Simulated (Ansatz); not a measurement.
**InP: equation of state with PBE**

**Measured values to compare with.**

From a printed reference work, data compilation, for a bulk crystal of InP: bulk modulus 71 GPa.

The system is InP.

```xyz
2
Lattice="0.0000 2.9305 2.9305 2.9305 0.0000 2.9305 2.9305 2.9305 0.0000" Properties=species:S:1:pos:R:3 pbc="T T T"
In    0.0000    0.0000    0.0000
P     4.3957    4.3957    4.3957
```

- Program: Ansatz 0.2.0
- Task: equation of state
- Functional: PBE
- Potentials or basis: all-electron LAPW, scalar-relativistic
- Basis error allowed: 0.0005 eV/atom
- k mesh: 8 × 8 × 8
- Occupations: fermi-dirac, width 0.05 eV
- Spin: no spin polarisation

| Item | Value |
| --- | --- |
| Equilibrium volume | 26.45 Å³/atom |
| Bulk modulus | 60 GPa |
| Pressure derivative of the bulk modulus | 4.6 |

Energy against volume, from the lowest point:
```
volume (Å³/atom)  energy (meV/atom)
          23.657              67.39
          24.160              43.44
          24.663              25.31
          25.167              12.41
          25.670               4.21
          26.173               0.21
          26.677               0.00
```

All runs of the series together: 79 s on 1 thread of Arm Neoverse V2 (shared host).

Measured bulk modulus of InP: 71 GPa (a printed reference work, data compilation). This calculation gives 60 GPa (-16.0 %). The fit is for a static lattice scaled at fixed shape and fixed fractional positions.

PBE usually gives volumes a little too large and moduli too small.
